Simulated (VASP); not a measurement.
Crystal: Ru.

```
Ru
1.0
     2.42093    0.00000    0.00000
     0.00000    2.42093    0.00000
     0.00000    0.00000    2.42093
Ru
1
Direct
  0.00000 0.00000 0.00000
```

The cell was built by a generator and needn't be a form met in nature.

| Property | Result |
| --- | --- |
| Program | VASP 6.6.1 |
| Task | relaxation of cell and atoms |
| Functional | r2SCAN |
| Potentials or basis | VASP PAW PBE potentials, release 64 (Ru_pv) |
| Cutoff | 600 eV |
| k mesh | 8 × 8 × 8 |
| Occupations | gaussian, width 0.1 eV |
| Spin | no spin polarisation |

At the start: pressure 27.0 GPa; volume 14.19 Å³/atom.

**Question.** How do energy, volume and symmetry change on relaxing?

**Answer.** Over 4 steps the energy falls by 102.8 meV/atom and the volume is 15.53 Å³/atom (+9.5 %); space group Pm-3m (No. 221, to 0.05 Å).

The path:
```csv
step,energy change (eV),largest force (eV/Å),pressure (GPa),volume (Å³)
1,0.0000,0.0000,27.02,14.19
2,0.4315,0.0000,-32.41,19.69
3,-0.1019,0.0000,-2.09,15.65
4,-0.1028,0.0000,-0.26,15.53
```

Final structure:
```
CELL_PARAMETERS angstrom
2.49518 0.00000 0.00000
0.00000 2.49518 0.00000
0.00000 0.00000 2.49518
ATOMIC_POSITIONS crystal
Ru 0.00000 0.00000 0.00000
```

Caveat: the PAW data sets were made with another functional, which shifts forces and pressure a little.
